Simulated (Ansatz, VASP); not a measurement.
# SiO2 (Quartz): VASP beside Ansatz

One calculation is typed for both programs; each brings its own data sets. How far apart do they land? The structure shown comes from an earlier Ansatz run, which isn't shown and may have moved the atoms alone.

Method: plane waves, with VASP 6.6.1 beside it; elastic constants at LDA, in Ansatz 0.2.0.

### Step 1. Set-up

It takes space group P3_121 (No. 152, trigonal). Conventional cell: a = 4.854 Å, b = 4.854 Å, c = 5.365 Å, α = 90.00°, β = 90.00°, γ = 120.00°. Si has 4 O at 1.61 Å nearest. Nearest to O lie 2 Si at 1.61 Å. Farther neighbours and most contacts between anions are not listed.

### Step 2. Ansatz: elastic constants, LDA

Ansatz runs on its default PAW (the set named soft_2) files.

Elastic constants are differences of stresses under small strains, so they test the stress and the mesh.

File input.yaml:

```yaml
crystal:
  lattice:
    - [4.8542232265, 0.0, 0.0]
    - [-2.4271116132, 4.2038806298, 0.0]
    - [0.0, 0.0, 5.3646153082]
  atoms:
    - { symbol: Si, position: [0.5362251954, 0.0, 0.3333333333] }
    - { symbol: Si, position: [0.0, 0.5362251954, 0.6666666667] }
    - { symbol: Si, position: [0.4637748046, 0.4637748046, 0.0] }
    - { symbol: O, position: [0.1324203727, 0.4104161343, 0.8893745988] }
    - { symbol: O, position: [0.5895838657, 0.7220042384, 0.2227079321] }
    - { symbol: O, position: [0.2779957616, 0.8675796273, 0.5560412655] }
    - { symbol: O, position: [0.4104161343, 0.1324203727, 0.1106254012] }
    - { symbol: O, position: [0.7220042384, 0.5895838657, 0.7772920679] }
    - { symbol: O, position: [0.8675796273, 0.2779957616, 0.4439587345] }
kpoints:
  mp_grid: { grid: [6, 6, 4] }
hamiltonian:
  xc: lda
scf:
  occupations: { method: gaussian, width: 0.02 }
output:
  forces: true
  stress: true
  eigenvalues: true
basis:
  ecutwfc: 290.0
elastic:
  mode: relaxed_ion
  stencil: two_point
```

The run is started by

```bash
$ ansatz run input.yaml --threads 8 --pin off --max-ram 16384MiB --backend cpu --events-out ev --progress --plain --runs-dir out
```

Numbers of over 12 decimals in the logs are rounded to 6 here.

What it wrote:

```text
Warning: basis.ecutwfc = 290 eV is below the records' recommended 420 eV, and the density's cutoff is lower with it unless basis.ecutrho_ratio is high enough to keep the records' density cutoff: compare with a run at a higher cutoff
Engine: ansatz 0.2.0, aarch64-unknown-linux-gnu
Pseudopotentials: kind: paw
Pseudopotential: Si, paw, valence charge 4, recommended cutoff 420 eV (normal), Si.paw.azcp
Pseudopotential: O, paw, valence charge 6, recommended cutoff 420 eV (normal), O.paw.azcp
Functional definition: SPW92
  exchange = slater_x
  correlation = pw_c
Crystal: 9 atoms, lattice volume = 109.473 Å³
Basis set: ecut = 290 eV, 1215 PW (Γ)
Bands: 33, of which v1, the nominal top of the filled ones, is band 24 counted from 1 (23 counted from 0)
Symmetry: 6 space group operations
Space group: P3121 (ITA 152), of the structure as read, at distance tolerance 4.8e-5 Å
k-points: 24 of 144 (time reversal used)
Non-local potential: Si, projectors of the file, l = 0: 2, l = 1: 2, l = 2: 2
Non-local potential: O, projectors of the file, l = 0: 2, l = 1: 2, l = 2: 1
PAW form: soft (Blöchl's): semilocal exchange-correlation on the pseudo side does not see the compensation charge
PAW frozen core: Si, regenerated for the run's functional, and the local potential with it (the file was generated under x = pbe(κ = 0.804, μ = 0.219515), c = pbe(β = 0.066725))
PAW frozen core: O, regenerated for the run's functional, and the local potential with it (the file was generated under x = pbe(κ = 0.804, μ = 0.219515), c = pbe(β = 0.066725))
PAW one-centre angular grid: Si, 110 points (default); XC on 64 Gauss nodes
PAW one-centre angular grid: O, 110 points (default); XC on 64 Gauss nodes
Initial density: superposition of atomic densities (neutral atoms: chi_scale 0, normalization atom), corrected by the library's trained network
Initial wavefunctions: pseudopotential atomic-orbital guess
Functional: x = slater, c = lda
SCF iter   1: F=—  HF=-5164.279953 eV  |F-HF|=—  |Δ(HF+E_count)|=         —  Δρ=3.32e-2  dr2=5.94e-1  ethr=1.77e-3  ⟨swp⟩=6.9  Hψ=4125  notcnv=0  defer=1
preconditioner: auto → Resta (q_TF=auto, 2.378 Å⁻¹)  ε∞=3.2  [insulator: Δε(μ)=5.538 eV  Ē_g=16.593 eV  σ=0.020 eV  W_gap=1.00  n_scr=22 (ndim 8)  ℏωp=24.6 eV  f_vac=0.092  D(μ)=0.00/eV (n_scr^D=0)  ε∞_Penn≈3.2]
SCF iter   2: F=—  HF=-5164.081536 eV  |F-HF|=—  |Δ(HF+E_count)|=   1.98e-1  Δρ=7.81e-3  dr2=1.38e-2  ethr=1.24e-3  ⟨swp⟩=2.0  Hψ=1546  notcnv=0  defer=76
SCF iter   3: F=—  HF=-5164.084332 eV  |F-HF|=—  |Δ(HF+E_count)|=   2.80e-3  Δρ=4.17e-3  dr2=3.53e-3  ethr=2.87e-5  ⟨swp⟩=2.0  Hψ=1031  notcnv=0  defer=76
SCF iter   4: F=—  HF=-5164.085693 eV  |F-HF|=—  |Δ(HF+E_count)|=   1.36e-3  Δρ=1.70e-4  dr2=4.18e-5  ethr=7.36e-6  ⟨swp⟩=2.0  Hψ=1119  notcnv=0  defer=76
SCF iter   5: F=—  HF=-5164.085699 eV  |F-HF|=—  |Δ(HF+E_count)|=   6.26e-6  Δρ=4.44e-5  dr2=1.66e-6  ethr=8.71e-8  ⟨swp⟩=2.8  Hψ=1265  notcnv=0  defer=76
SCF iter   6: F=—  HF=-5164.085698 eV  |F-HF|=—  |Δ(HF+E_count)|=   1.25e-6  Δρ=1.32e-5  dr2=1.34e-7  ethr=3.45e-9  ⟨swp⟩=2.2  Hψ=1289  notcnv=0  defer=76
SCF iter   7: F=—  HF=-5164.085698 eV  |F-HF|=—  |Δ(HF+E_count)|=   1.56e-8  Δρ=1.47e-6  dr2=1.72e-9  ethr=2.78e-10  ⟨swp⟩=2.3  Hψ=1150  notcnv=0  defer=76
SCF iter   8: F=—  HF=-5164.085698 eV  |F-HF|=—  |Δ(HF+E_count)|=  9.67e-10  Δρ=3.01e-7  dr2=8.00e-11  ethr=3.58e-12  ⟨swp⟩=2.2  Hψ=1253  notcnv=0  defer=76
SCF iter   9: F=—  HF=-5164.085698 eV  |F-HF|=—  |Δ(HF+E_count)|=  4.37e-11  Δρ=4.17e-8  dr2=1.42e-12  ethr=1.67e-13 (applied; sched 1.00e-12)  ⟨swp⟩=3.0  Hψ=1379  notcnv=0  defer=76
SCF iter  10: F=-5164.085698 eV  HF=-5164.085698 eV  |F-HF|=0.00e0  |Δ(HF+E_count)|=  9.09e-13  Δρ=9.31e-9  dr2=7.01e-14  ethr=1.00e-12  ⟨swp⟩=12.1  Hψ=3524  notcnv=0
SCF 1 converged in 10 iterations: F = -5164.085698 eV  dr2 = 7.01e-14
  greatest PAW one-centre occupation: 0.864 electrons in one spin orbital (limit 2), on the O atom at site 8 (counted from 0), in its partial waves of l = 0
relax step   1: F+E_penalty+E_count = -5164.08569772 eV  Δ(F+E_penalty+E_count) = +0.000e0 eV  max|allowed force component| = 7.522e-4 eV/Å  Δτ_max = 0.0000 Å  (10 SCF iters, accepted)
[...]
relax step   4: F+E_penalty+E_count = -5164.09095453 eV  Δ(F+E_penalty+E_count) = -1.374e-6 eV  max|allowed force component| = 2.025e-4 eV/Å  Δτ_max = 0.0003 Å  (9 SCF iters, accepted)
[...]
relax step   5: F+E_penalty+E_count = -5164.09095453 eV  Δ(F+E_penalty+E_count) = -4.097e-9 eV  max|allowed force component| = 4.147e-5 eV/Å  Δτ_max = 0.0000 Å  (7 SCF iters, accepted)
iter 1 solved again at ethr=1.00e-12 eV; its pass at ethr=3.10e-3 eV (dr2=2.09e-14 eV) is discarded
SCF iter   1: F=—  HF=-5164.090955 eV  |F-HF|=—  |Δ(HF+E_count)|=         —  Δρ=2.52e-9  dr2=9.29e-15  ethr=1.00e-12  ⟨swp⟩=3.4  Hψ=6912  notcnv=0
SCF iter   2: F=-5164.090955 eV  HF=-5164.090955 eV  |F-HF|=9.09e-13  |Δ(HF+E_count)|=  1.82e-12  Δρ=1.48e-9  dr2=3.96e-15  ethr=1.00e-12  ⟨swp⟩=4.3  Hψ=5142  notcnv=0
SCF 47 converged in 2 iterations: F = -5164.090955 eV  dr2 = 3.96e-15
SCF converged after 10 iterations
Free energy (F): -5164.085698 eV
Harris-Foulkes:  -5164.085698 eV  (|F-HF|=0.00e0)
Internal energy: -5164.085698 eV  (E = F + TS)
E sigma→0 (E₀):  -5164.085698 eV
Fermi energy:    5.401098 eV
--- Per-component energies (eV) ---
  E_band       = -204.500592
  E_kinetic    = 1224.829420
  E_local      = -2858.973014  (includes V_loc(G=0)·N_el)
  E_nonlocal   = 355.442800
  E_hartree    = 1009.667504
  E_xc         = -609.253733
  E_vxc        = -713.960382  (∫ρ·V_xc dr)
  E_paw        = -2342.078238  (= ΣΔE_a)
  E_vpaw       = -231.244098  (= ΣTr[D̂ρ^β])
  E_aug_tail   = 0.069675  (compensation charges beyond the density's cutoff)
  E_ewald      = -1944.624632
  E_core_change = 0.834521  (= ΣΔE_core)
  E_smearing   = -0.000000  (= −TS)
  E_closure    = -0.000000  (closes the sum)
  Σ components = -5164.085698   (vs F -5164.085698, Δ=0.00e0)
--- Forces (eV/Å), atoms counted from 1 ---
  atom   1  Si     0.00000136    -0.00000000    -0.00000000
  atom   2  Si    -0.00000068     0.00000118     0.00000000
  atom   3  Si    -0.00000068    -0.00000118     0.00000000
  atom   4  O      0.00000722    -0.00000089     0.00000594
  atom   5  O     -0.00000284     0.00000670     0.00000594
  atom   6  O     -0.00000439    -0.00000581     0.00000594
  atom   7  O     -0.00000439     0.00000581    -0.00000594
  atom   8  O      0.00000722     0.00000089    -0.00000594
  atom   9  O     -0.00000284    -0.00000670    -0.00000594
  max |Σ_I F_I| component: 3.30e-17 eV/Å
--- Stress (GPa, compression-positive) ---
       -0.024591      -0.000000       0.000000
       -0.000000      -0.024591      -0.000000
        0.000000      -0.000000      -0.000581
  P = ⅓ Tr σ = -0.0166 GPa (-0.166 kbar)
--- Band table (eV; the first three rows and the last of 24) ---
  k-point 0: bands = [... 20 lower, 1.4483, 1.6401, 2.2436, 2.2436, 8.2847, 11.5738, 11.5738, 12.2806, ... 5 higher]
  k-point 1: bands = [... 20 lower, 1.3497, 1.8230, 2.3292, 2.3942, 8.9053, 11.4047, 11.5688, 11.6263, ... 5 higher]
  k-point 2: bands = [... 20 lower, 1.2044, 2.2053, 2.2053, 2.4469, 10.2924, 10.2924, 11.3409, 11.9798, ... 5 higher]
  k-point 23: bands = [... 20 lower, 1.5707, 1.7698, 1.9527, 1.9527, 11.4369, 12.0227, 12.0227, 12.3757, ... 5 higher]
--- Elastic constants: 3 strain directions × 2 members + reference (group order 6) ---
  dense FFT box of the reference and of every strained cell: 30×30×30
  strains applied: 11, 33, 23; error gains: componentwise 1.00 (the most a stress slope's error grows in a printed constant), spectral 1.41 (1 for all six strains in a standard setting)
  reference relaxed by the batch: 5 steps; max|allowed force component| 7.52e-4 eV/Å at the deck's positions, 7.24e-6 at the last accepted step, 7.22e-6 by the solve of record
  largest displacement 7.6e-5 Å; the constants are those of the deck's cell at these positions:
  atoms:
    - { symbol: Si, position: [0.536219, 0, 0.333333] }
    - { symbol: Si, position: [5.551115123125783e-17, 0.536219, 0.666667] }
    - { symbol: Si, position: [0.463781, 0.463781, 0] }
    - { symbol: O, position: [0.132420, 0.410402, 0.889367] }
    - { symbol: O, position: [0.589598, 0.722017, 0.222700] }
    - { symbol: O, position: [0.277983, 0.867580, 0.556034] }
    - { symbol: O, position: [0.410402, 0.132420, 0.110633] }
    - { symbol: O, position: [0.722017, 0.589598, 0.777300] }
    - { symbol: O, position: [0.867580, 0.277983, 0.443966] }
  C = ∂σ_k/∂η_j (tension-positive GPa; Voigt order 11 22 33 23 13 12):
        83.596     22.613     24.590     17.900      0.000     -0.000
        22.613     83.596     24.590    -17.900     -0.000      0.000
        21.836     21.836    145.237     -0.000     -0.000      0.000
        18.352    -18.352     -0.000     50.565      0.000     -0.000
         0.000     -0.000      0.000      0.000     50.565     18.352
         0.000     -0.000     -0.000     -0.000     17.900     30.492
  reference stress σ⁰ (GPa):      0.025      0.025      0.001      0.000     -0.000      0.000
  C* (energy form; C + prestress term) asymmetry max|C*_kj − C*_jk| = 2.778e0 GPa — a small one proves nothing (zero by symmetry where the batch's group is 432, −43m or m−3m); a large one is finite-difference/SCF noise where every solve meets its electron count
  moduli (Voigt/Reuss/Hill, GPa): K = 50.06/47.22/48.64   G = 42.55/32.35/37.45   E = 89.41   ν = 0.194
  mechanically stable: yes (min eigenvalue of sym C = 19.81 GPa)
  strain η (Voigt 11):  stress-route row diagonal C_11 = 83.60 GPa, energy-path curvature d²(F+E_count+ΔE)/dδ²/Ω₀ = 183.16 GPa
         δ    σ_11 (GPa)             F (eV)   n_scf  n_hpsi   n_pw
    -2.000e-3      -0.1332       -5164.0843692       2   12398   1236   relax 6 steps, max|allowed force component| 4.43e-5 eV/Å
     2.000e-3       0.2011       -5164.0918004       2   12428   1242   relax 6 steps, max|allowed force component| 1.68e-5 eV/Å
  strain η (Voigt 33):  stress-route row diagonal C_33 = 145.24 GPa, energy-path curvature d²(F+E_count+ΔE)/dδ²/Ω₀ = 180.31 GPa
         δ    σ_33 (GPa)             F (eV)   n_scf  n_hpsi   n_pw
    -2.000e-3      -0.2966       -5164.0821571       2    6371   1234   relax 5 steps, max|allowed force component| 3.72e-5 eV/Å
     2.000e-3       0.2843       -5164.0974640       2    6353   1242   relax 6 steps, max|allowed force component| 1.11e-6 eV/Å
  strain η (Voigt 23):  stress-route row diagonal C_44 = 50.56 GPa, energy-path curvature d²(F+E_count+ΔE)/dδ²/Ω₀ = 85.90 GPa
         δ    σ_23 (GPa)             F (eV)   n_scf  n_hpsi   n_pw
    -2.000e-3      -0.1013       -5164.0908077       2   12488   1236   relax 7 steps, max|allowed force component| 6.97e-6 eV/Å
     2.000e-3       0.1010       -5164.0909545       2   12498   1236   relax 5 steps, max|allowed force component| 4.15e-5 eV/Å
```

Reading the cycles: dr2 is the Hartree energy of the density residual (eV), the measure of convergence; HF is the Harris–Foulkes estimate of the energy, which meets the free energy F at convergence.

[end of part 1 of 2]

[Lines on the potential files, build, host, timing and source positions are cut from VASP's logs without a mark.]

[Logs are printed without paths, hosts, clocks, repeated set-up lines and the standing remarks that a program may print on its own settings, such as how far it seeks lower states.]

[Hosts, paths, dates, database ids (printed as entryN), source tags and the programs' standing remarks are cut or masked in the printed files.]
